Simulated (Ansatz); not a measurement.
# 64-atom supercell of rocksalt ZnO

What do PBEsol, HSE06 and r²SCAN give for the perfect crystal in this cell, and at what cost?

Method: density functional theory in Ansatz 0.2.0, PAW datasets, plane waves.

## (1) Starting point

64 atoms (32 O, 32 Zn); a = 8.530 Å, b = 8.530 Å, c = 8.530 Å, α = 90.00°, β = 90.00°, γ = 90.00°.

Steps to follow: (2) PBEsol cell relaxation at the single k point (¼, ¼, ¼), on 7 threads of Arm Neoverse-V2; (3) HSE06 single point at the Γ point alone, on 7 threads of Arm Neoverse-V2; (4) r²SCAN single point at the Γ point alone, on 7 threads of Arm Neoverse-V2.

## (2) Relaxing cell and atoms with PBEsol

The input, in.yaml:

```yaml
crystal:
  lattice:
    - [8.530241, 0.000000, 0.000000]
    - [0.000000, 8.530241, 0.000000]
    - [0.000000, 0.000000, 8.530241]
  atoms:
    - { symbol: O, position: [0.250000, 0.000000, 0.000000] }
    - { symbol: O, position: [0.250000, 0.000000, 0.500000] }
    - { symbol: O, position: [0.250000, 0.500000, 0.000000] }
    - { symbol: O, position: [0.250000, 0.500000, 0.500000] }
    - { symbol: O, position: [0.750000, 0.000000, 0.000000] }
    - { symbol: O, position: [0.750000, 0.000000, 0.500000] }
    - { symbol: O, position: [0.750000, 0.500000, 0.000000] }
    - { symbol: O, position: [0.750000, 0.500000, 0.500000] }
    - { symbol: O, position: [0.000000, 0.250000, 0.000000] }
    - { symbol: O, position: [0.000000, 0.250000, 0.500000] }
    - { symbol: O, position: [0.000000, 0.750000, 0.000000] }
    - { symbol: O, position: [0.000000, 0.750000, 0.500000] }
    - { symbol: O, position: [0.500000, 0.250000, 0.000000] }
    - { symbol: O, position: [0.500000, 0.250000, 0.500000] }
    - { symbol: O, position: [0.500000, 0.750000, 0.000000] }
    - { symbol: O, position: [0.500000, 0.750000, 0.500000] }
    - { symbol: O, position: [0.000000, 0.000000, 0.250000] }
    - { symbol: O, position: [0.000000, 0.000000, 0.750000] }
    - { symbol: O, position: [0.000000, 0.500000, 0.250000] }
    - { symbol: O, position: [0.000000, 0.500000, 0.750000] }
    - { symbol: O, position: [0.500000, 0.000000, 0.250000] }
    - { symbol: O, position: [0.500000, 0.000000, 0.750000] }
    - { symbol: O, position: [0.500000, 0.500000, 0.250000] }
    - { symbol: O, position: [0.500000, 0.500000, 0.750000] }
    - { symbol: O, position: [0.250000, 0.250000, 0.250000] }
    - { symbol: O, position: [0.250000, 0.250000, 0.750000] }
    - { symbol: O, position: [0.250000, 0.750000, 0.250000] }
    - { symbol: O, position: [0.250000, 0.750000, 0.750000] }
    - { symbol: O, position: [0.750000, 0.250000, 0.250000] }
    - { symbol: O, position: [0.750000, 0.250000, 0.750000] }
    - { symbol: O, position: [0.750000, 0.750000, 0.250000] }
    - { symbol: O, position: [0.750000, 0.750000, 0.750000] }
    - { symbol: Zn, position: [0.000000, 0.000000, 0.000000] }
    - { symbol: Zn, position: [0.000000, 0.000000, 0.500000] }
    - { symbol: Zn, position: [0.000000, 0.500000, 0.000000] }
    - { symbol: Zn, position: [0.000000, 0.500000, 0.500000] }
    - { symbol: Zn, position: [0.500000, 0.000000, 0.000000] }
    - { symbol: Zn, position: [0.500000, 0.000000, 0.500000] }
    - { symbol: Zn, position: [0.500000, 0.500000, 0.000000] }
    - { symbol: Zn, position: [0.500000, 0.500000, 0.500000] }
    - { symbol: Zn, position: [0.250000, 0.250000, 0.000000] }
    - { symbol: Zn, position: [0.250000, 0.250000, 0.500000] }
    - { symbol: Zn, position: [0.250000, 0.750000, 0.000000] }
    - { symbol: Zn, position: [0.250000, 0.750000, 0.500000] }
    - { symbol: Zn, position: [0.750000, 0.250000, 0.000000] }
    - { symbol: Zn, position: [0.750000, 0.250000, 0.500000] }
    - { symbol: Zn, position: [0.750000, 0.750000, 0.000000] }
    - { symbol: Zn, position: [0.750000, 0.750000, 0.500000] }
    - { symbol: Zn, position: [0.250000, 0.000000, 0.250000] }
    - { symbol: Zn, position: [0.250000, 0.000000, 0.750000] }
    - { symbol: Zn, position: [0.250000, 0.500000, 0.250000] }
    - { symbol: Zn, position: [0.250000, 0.500000, 0.750000] }
    - { symbol: Zn, position: [0.750000, 0.000000, 0.250000] }
    - { symbol: Zn, position: [0.750000, 0.000000, 0.750000] }
    - { symbol: Zn, position: [0.750000, 0.500000, 0.250000] }
    - { symbol: Zn, position: [0.750000, 0.500000, 0.750000] }
    - { symbol: Zn, position: [0.000000, 0.250000, 0.250000] }
    - { symbol: Zn, position: [0.000000, 0.250000, 0.750000] }
    - { symbol: Zn, position: [0.000000, 0.750000, 0.250000] }
    - { symbol: Zn, position: [0.000000, 0.750000, 0.750000] }
    - { symbol: Zn, position: [0.500000, 0.250000, 0.250000] }
    - { symbol: Zn, position: [0.500000, 0.250000, 0.750000] }
    - { symbol: Zn, position: [0.500000, 0.750000, 0.250000] }
    - { symbol: Zn, position: [0.500000, 0.750000, 0.750000] }
  symmetry: { detect: false }
kpoints:
  mp_grid: { grid: [1, 1, 1], shift: [0.25, 0.25, 0.25] }
hamiltonian:
  xc: pbesol
scf:
  occupations: { method: fermi_dirac, width: 0.01 }
relax:
  f_tol: 0.03
  max_steps: 80
  escape_saddle: false
  adjacent_minimum: "off"
  cell: { fix: [shape] }
output:
  forces: true
  eigenvalues: true
  populations: true
```

Further steps of the session: HSE06 single point; r²SCAN single point.

Q: Predict the outcome of this session. Wanted: for each run, top filled to lowest empty; energy; pressure.

As calculated:

```
             level                     time   k points  top filled to lowest empty (eV)  energy (eV/atom)  pressure (GPa)
PBEsol, relaxation     20 s (7 CPU threads)  (¼, ¼, ¼)                             2.32        -1920.9523           -0.02
             HSE06  4.6 min (7 CPU threads)          Γ                             2.77        -1943.2086               -
            r²SCAN     15 s (7 CPU threads)          Γ                             1.56        -1947.3487               -
```

```
     quantity                                                                      value
   relaxation                                           2 recorded steps, 0.00 eV gained
largest shift                                                                     0.00 Å
 relaxed cell  a = 8.530 Å, b = 8.530 Å, c = 8.530 Å, α = 90.00°, β = 90.00°, γ = 90.00°
```

**In words.** The atoms kept their fractional positions, and energy and volume hardly changed. At the same k points, r²SCAN gives a spacing 1.21 eV smaller than the 2.77 eV of HSE06. Rows on different k points differ by sampling as well as by level. The HSE06 single point took about 19 times as long as the r²SCAN one on the same kind of device. With one k point the spacing samples only the states that fold onto it, so it can exceed the gap over the zone.
